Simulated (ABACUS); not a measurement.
Sb:

```xyz
2
Lattice="2.1542 1.2437 3.7580 -2.1542 1.2437 3.7580 0.0000 -2.4875 3.7580" Properties=species:S:1:pos:R:3 pbc="T T T"
Sb    0.0000    0.0000    8.6416
Sb    0.0000    0.0000    2.6324
```

Program: ABACUS 3.10.1. Alike in all runs: task single point; no spin polarisation; cell as given; smearing fermi-dirac 0.05 eV.

Task: Order these runs on this cell by their band gap on the k mesh, lowest first.
A. level PBEsol; potentials or basis PseudoDojo NC SR 0.4.1 PBEsol standard, plane waves; k mesh 8 × 8 × 8; cutoff (eV) 1102; SCF threshold on the density 1e-08; eigensolver dav; mesh quality not flagged
B. level HSE-type (share 0.1, screening 0.11/bohr); potentials or basis SG15 ONCV 1.2 PBE, DZP LCAO (the cutoffs set its grid); k mesh 4 × 4 × 4; cutoff (eV) 1361; SCF threshold on the density 1e-07; eigensolver genelpa; orbital files Sb Sb_confined-atom_8au_2s2p2d.orb; share of exact exchange 0.1; screening of the exchange 0.11 1/bohr; mesh quality coarse
C. level r2SCAN; potentials or basis SG15 ONCV 1.2 PBE, plane waves; k mesh 5 × 5 × 5; cutoff (eV) 1279; SCF threshold on the density 1e-08; eigensolver dav; mesh quality not flagged

Result: A (metal), B (0.22 eV), C (0.40 eV).

Caveats: some runs use coarse meshes; spin-orbit coupling is left out, which moves the levels of the heavy elements (some runs); an odd mesh through Γ misses points on the zone boundary, where band edges often lie (some runs); the atomic orbitals were generated for these runs and aren't a published set (some runs); gaps of hybrids in this basis differ from plane-wave ones by up to 0.1 eV (some runs); the basis of atomic orbitals isn't converged, which shifts pressures, moduli and gaps (some runs).

A k mesh can miss the band edges, odd and even meshes differently.
